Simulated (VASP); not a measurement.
# Ge (I4_1/amd) in VASP: single point with PBE

Aim: the single point of Ge with PBE.

All numbers are computed with VASP 6.6.1; they aren't measurements. Logs are shortened: lines on timing, memory, paths and dates and some standing lists are left out, and cuts for length are marked.

## (1) The cell of the first run

It takes space group I4_1/amd (No. 141, tetragonal). The conventional cell has a = 4.012 Å, b = 4.012 Å, c = 5.982 Å, α = 90.00°, β = 90.00°, γ = 90.00°. Around Ge (site symmetry -4m2) lie 4 Ge at 2.50 Å.

The cell was built by a generator and needn't be a form met in nature.

## (2) Single point, PBE (uniaxial_x strain +5.4%)

Contents of INCAR:

```
PREC = Accurate
ENCUT = 520
EDIFF = 1E-6
ISMEAR = -1
SIGMA = 0.02
LREAL = F
LASPH = T
NELM = 100
ALGO = Fast
ISIF = 2
LWAVE = F
LCHARG = F
GGA = PE
NBANDS = 21
```

Contents of KPOINTS:

```
Automatic mesh
0
Gamma
  8 8 8
```

Contents of POSCAR:

```
Ge
1.0
    0.0000000000      2.8368735121      2.8368735121
    2.9911994312      0.0000000000      2.8368735121
    2.9911994312      2.8368735121      0.0000000000
Ge
2
Direct
    0.0000000000      0.0000000000      0.0000000000
    0.2500000000      0.2500000000      0.2500000000
```

Potentials or basis: VASP PAW PBE potentials, release 64 (Ge_d).

Launch:

```
cat potpaw_PBE.64/Ge_d/POTCAR > POTCAR
mpirun -np 1 vasp_std > vasp.out
```

OUTCAR:

```text
PREC = Accurate
   ENCUT = 520
   EDIFF = 1E-6
   ISMEAR = -1
   LREAL = F
   LASPH = T
   NELM = 100
   ISIF = 2
   GGA = PE

 ion  position               nearest neighbor table
   1  0.000  0.000  0.000-   2 2.50   2 2.50   2 2.50   2 2.50
   2  0.250  0.250  0.250-   1 2.50   1 2.50   1 2.50   1 2.50

  LATTYP: Found a body centered tetragonal cell.
 ALAT       =     4.0119449955
 C/A-ratio  =     1.4911467802

  Lattice vectors:

 A1 = (   2.9911994312,   0.0000000000,   2.8368735121)
 A2 = (   2.9911994312,   0.0000000000,  -2.8368735121)
 A3 = (  -2.9911994312,   2.8368735121,   0.0000000000)

Analysis of symmetry for initial positions (statically):
=====================================================================
 Subroutine PRICEL returns:
 Original cell was already a primitive cell.

 Routine SETGRP: Setting up the symmetry group for a
 body centered tetragonal supercell.

 Subroutine GETGRP returns: Found 16 space group operations
 (whereof  8 operations were pure point group operations)
 out of a pool of 16 trial point group operations.

The static configuration has the point symmetry D_2d.
 The point group associated with its full space group is D_4h.

Analysis of symmetry for dynamics (positions and initial velocities):
=====================================================================
 Subroutine PRICEL returns:
 Original cell was already a primitive cell.

 Routine SETGRP: Setting up the symmetry group for a
 body centered tetragonal supercell.

 Subroutine GETGRP returns: Found 16 space group operations
 (whereof  8 operations were pure point group operations)
 out of a pool of 16 trial point group operations.

The dynamic configuration has the point symmetry D_2d.
 The point group associated with its full space group is D_4h.

 Subroutine INISYM returns: Found 16 space group operations
 (whereof  8 operations are pure point group operations),
 and found     1 'primitive' translations

----------------------------------------------------------------------------------------

                                     Primitive cell

  volume of cell :      48.1455

  direct lattice vectors                    reciprocal lattice vectors
     0.000000000  2.836873512  2.836873512    -0.167157026  0.176250368  0.176250368
     2.991199431  0.000000000  2.836873512     0.167157026 -0.176250368  0.176250368
     2.991199431  2.836873512  0.000000000     0.167157026  0.176250368 -0.176250368

  length of vectors
     4.011944996  4.122514446  4.122514446     0.300116403  0.300116403  0.300116403

  position of ions in fractional coordinates (direct lattice)
     0.000000000  0.000000000  0.000000000
     0.250000000  0.250000000  0.250000000

  ion indices of the primitive-cell ions
   primitive index   ion index
                 1           1
                 2           2

----------------------------------------------------------------------------------------

 KPOINTS: Automatic mesh

Automatic generation of k-mesh.
 Grid dimensions read from file:
 generate k-points for:    8    8    8

 Generating k-lattice:

  Cartesian coordinates                     Fractional coordinates (reciprocal lattice)
    -0.020894628  0.022031296  0.022031296     0.125000000 -0.000000000 -0.000000000
     0.020894628 -0.022031296  0.022031296     0.000000000  0.125000000  0.000000000
     0.020894628  0.022031296 -0.022031296     0.000000000  0.000000000  0.125000000

  Length of vectors
     0.037514550  0.037514550  0.037514550

  Shift w.r.t. Gamma in fractional coordinates (k-lattice)
     0.000000000  0.000000000  0.000000000

 Subroutine IBZKPT returns following result:
 ===========================================

 Found     59 irreducible k-points:

 Following reciprocal coordinates:
            Coordinates               Weight
  0.000000  0.000000  0.000000      1.000000
  0.125000  0.000000  0.000000      8.000000
  0.250000  0.000000  0.000000      8.000000
  0.375000  0.000000  0.000000      8.000000
  0.500000  0.000000  0.000000      4.000000
  0.125000  0.125000  0.000000      4.000000
[... 16 lines left out ...]
  0.250000  0.125000  0.125000      4.000000
  0.375000  0.125000  0.125000      8.000000
 [... further k-points ...]
   k-points           NKPTS =     59   k-points in BZ     NKDIM =     59   number of bands    NBANDS=     21
   number of dos      NEDOS =    301   number of ions     NIONS =      2
   total plane-waves  NPLWV =  30720
   dimension x,y,z NGX =    30 NGY =   32 NGZ =   32
   dimension x,y,z NGXF=    60 NGYF=   64 NGZF=   64
   ions per type =               2
   NGX,Y,Z   is equivalent  to a cutoff of  12.43, 12.90, 12.90 a.u.
   NGXF,Y,Z  is equivalent  to a cutoff of  24.86, 25.81, 25.81 a.u.
 SYSTEM =  unknown system
   PREC   = accura    normal or accurate (medium, high low for compatibility)
   ISTART =      0    job   : 0-new  1-cont  2-samecut
   ICHARG =      2    charge: 1-file 2-atom 10-const
   ISPIN  =      1    spin polarized calculation?
   LNONCOLLINEAR =      F non collinear calculations
   LSORBIT =      F    spin-orbit coupling
   LASPH  =      T    aspherical Exc in radial PAW
   ENCUT  =  520.0 eV  38.22 Ry    6.18 a.u.   7.46  7.67  7.67*2*pi/ulx,y,z
   NELM   =    100;   NELMIN=  2; NELMDL= -5     # of ELM steps
   EDIFF  = 0.1E-05   stopping-criterion for ELM
   LREAL  =      F    real-space projection
   EDIFFG = 0.1E-04   stopping-criterion for IOM
   NSW    =      0    number of steps for IOM
   IBRION =     -1    ionic relax: 0-MD 1-quasi-New 2-CG
   NFREE  =      0    steps in history (QN), initial steepest desc. (CG)
   ISIF   =      2    stress and relaxation
   ISYM   =      2    0-nonsym 1-usesym 2-fastsym
   POTIM  = 0.5000    time-step for ionic-motion
   TEBEG  =    0.0;   TEEND  =   0.0 temperature during run
   PSTRESS=    0.0 pullay stress
   NELECT =      28.0000    total number of electrons
   NUPDOWN=      -1.0000    fix difference up-down
   EMIN   =  10.00;   EMAX   =-10.00  energy-range for DOS
   EFERMI =   0.00;   METHOD = LEGACY
   ISMEAR =    -1;   SIGMA  =   0.02  broadening in eV -4-tet -1-fermi 0-gaus
   EFERMI_NEDOS =   21; number of points for ismear=-14 and -15
   IALGO  =     68    algorithm
   IMIX   =      4    mixing-type and parameters
     AMIX     =   0.40;   BMIX     =  1.00
     AMIX_MAG =   1.60;   BMIX_MAG =  1.00
  volume/ion in A,a.u.               =      24.07       162.45
  Fermi-wavevector in a.u.,A,eV,Ry     =   1.366498  2.582307 25.406396  1.867317
  Thomas-Fermi vector in A             =   2.492634
   LORBIT       =      0    0 simple, 1 ext, 2 COOP (PROOUT), +10 PAW based schemes
   GGA     = PE    functional components
   LHFCALC =     F    Hartree Fock is set to
   AEXX    =    0.0000 exact exchange contribution
   IVDW    =     0    specifies the selected vdW correction
   LEPSILON=     F    determine dielectric tensor
   LRPA    =     F    only Hartree local field effects (RPA)
 non-spin polarized calculation
 RMM-DIIS sequential band-by-band and
  energy-cutoff  :      520.00
  volume of cell :       48.15
 maximum number of plane-waves:      1315
 NGX is ok and might be reduce to    30
   NGX = 15   NGY = 15   NGZ = 15

 number of electron      27.9999988 magnetization

 Free energy of the ion-electron system (eV)
  ---------------------------------------------------
  ext. energy  EPLUGINS =         0.00000000
  ---------------------------------------------------
  free energy    TOTEN  =        -9.00620966 eV

  energy without entropy =       -9.00597972  energy(sigma->0) =       -9.00609469

 E-fermi :   4.3554     XC(G=0):  -9.6384

 val. band max:        4.2619005913   @ k =   0.1250   0.0000   0.0000
 cond. band min:       4.3750018777   @ k =   0.5000   0.0000   0.0000
 fundamental gap:      0.1131012865
 Fermi energy:         4.3554137099

 k-point     1 :       0.0000    0.0000    0.0000
  band No.  band energies     occupation
      1     -20.3245      2.00000
      2     -20.3245      2.00000
      3     -20.3151      2.00000
      4     -20.2908      2.00000
      5     -20.2889      2.00000
      6     -20.1247      2.00000
[... 13 lines left out ...]
     20      13.1682      0.00000
     21      14.2968      0.00000

 k-point     2 :       0.1250    0.0000    0.0000
  band No.  band energies     occupation
      1     -20.3313      2.00000
      2     -20.3260      2.00000
      3     -20.3186      2.00000
      4     -20.2803      2.00000
      5     -20.2801      2.00000
      6     -20.1296      2.00000
[... 13 lines left out ...]
     20      12.4968      0.00000
     21      13.2650      0.00000

 k-point     3 :       0.2500    0.0000    0.0000
  band No.  band energies     occupation
      1     -20.3409      2.00000
      2     -20.3324      2.00000
      3     -20.3149      2.00000
      4     -20.2663      2.00000
      5     -20.2647      2.00000
      6     -20.1383      2.00000
[... 13 lines left out ...]
     20      12.7153      0.00000
     21      12.8030      0.00000

 k-point     4 :       0.3750    0.0000    0.0000
  band No.  band energies     occupation
      1     -20.3464      2.00000
      2     -20.3357      2.00000
      3     -20.3098      2.00000
      4     -20.2580      2.00000
      5     -20.2546      2.00000
      6     -20.1459      2.00000
[... 13 lines left out ...]
     20      13.6566      0.00000
     21      13.9385      0.00000

 k-point     5 :       0.5000    0.0000    0.0000
  band No.  band energies     occupation
      1     -20.3480      2.00000
      2     -20.3363      2.00000
      3     -20.3077      2.00000
      4     -20.2557      2.00000
      5     -20.2517      2.00000
      6     -20.1480      2.00000
[... 13 lines left out ...]
     20      14.6635      0.00000
     21      15.1121      0.00000
[... 382 lines left out ...]
     20      15.2827      0.00000
     21      17.0303      0.00000

 k-point    22 :       0.0000    0.1250    0.1250
  band No.  band energies     occupation
      1     -20.3302      2.00000
      2     -20.3302      2.00000
      3     -20.3263      2.00000
      4     -20.2819      2.00000
      5     -20.2661      2.00000
      6     -20.1509      2.00000
[... 13 lines left out ...]
     20      11.7615      0.00000
     21      14.4905      0.00000

 k-point    23 :       0.2500    0.1250    0.1250
  band No.  band energies     occupation
      1     -20.3409      2.00000
      2     -20.3252      2.00000
      3     -20.3142      2.00000
      4     -20.2769      2.00000
      5     -20.2649      2.00000
      6     -20.1423      2.00000
[... 13 lines left out ...]
     20      12.5990      0.00000
     21      13.2024      0.00000

 k-point    24 :       0.3750    0.1250    0.1250
  band No.  band energies     occupation
      1     -20.3488      2.00000
      2     -20.3365      2.00000
      3     -20.3018      2.00000
      4     -20.2639      2.00000
      5     -20.2500      2.00000
      6     -20.1562      2.00000
[... 13 lines left out ...]
     20      13.0163      0.00000
     21      14.7075      0.00000

 [... further k-points ...]
[... 5 lines left out ...]
  --------------------------------------------------------------------------------------
  -------------------------------------------------------------------------------------
  Total       -0.9041765      0.2524628      0.2524628      0.0000000      0.0000000      0.0000000
  in kB      -30.0890515      8.4014210      8.4014210      0.0000000      0.0000000      0.0000000
  external PRESSURE =      -4.4287365 kB  Pullay stress =       0.0000000 kB

 VOLUME and BASIS-vectors are now :
 -----------------------------------------------------------------------------
  energy-cutoff  :      520.00
  volume of cell :       48.15
      direct lattice vectors                 reciprocal lattice vectors
     0.000000000  2.836873512  2.836873512    -0.167157026  0.176250368  0.176250368
     2.991199431  0.000000000  2.836873512     0.167157026 -0.176250368  0.176250368
     2.991199431  2.836873512  0.000000000     0.167157026  0.176250368 -0.176250368

 POSITION                                       TOTAL-FORCE (eV/Angst)
 -----------------------------------------------------------------------------------
      0.00000      0.00000      0.00000        -0.000000     -0.000000     -0.000000
      1.49560      1.41844      1.41844         0.000000      0.000000      0.000000
 -----------------------------------------------------------------------------------
    total drift:                                0.000000      0.000000      0.000000

  FREE ENERGIE OF THE ION-ELECTRON SYSTEM (eV)
  ---------------------------------------------------
  free  energy   TOTEN  =        -9.0062096632 eV

  energy  without entropy=       -9.0059797193  energy(sigma->0) =       -9.00609469
```

Wall time 45 s (1 thread of Intel Xeon Platinum 8488C (Sapphire Rapids), shared host); peak memory 0.19 GiB.

Results:

| Item | Value |
| --- | --- |
| Free energy | -9.0062 eV |
| Pressure | -0.4 GPa |
| Band gap on the k mesh | none (metal or under the smearing width) |

Levels at points of the mesh, in eV from the Fermi level:
```csv
k point,band 11,band 12,band 13,band 14,band 15,band 16,band 17,band 18
"(0.00, 0.00, 0.00)",-12.25,-0.48,-0.22,0.20,0.20,2.51,2.51,2.77
"(0.50, 0.00, 0.00)",-10.31,-7.27,-1.48,-1.02,0.02,3.68,3.92,7.18
"(0.50, 0.50, 0.00)",-8.52,-8.52,-2.91,-2.91,0.76,0.76,8.95,8.95
"(0.00, 0.50, 0.50)",-8.75,-8.75,-2.56,-2.56,1.16,1.16,9.01,9.01
```
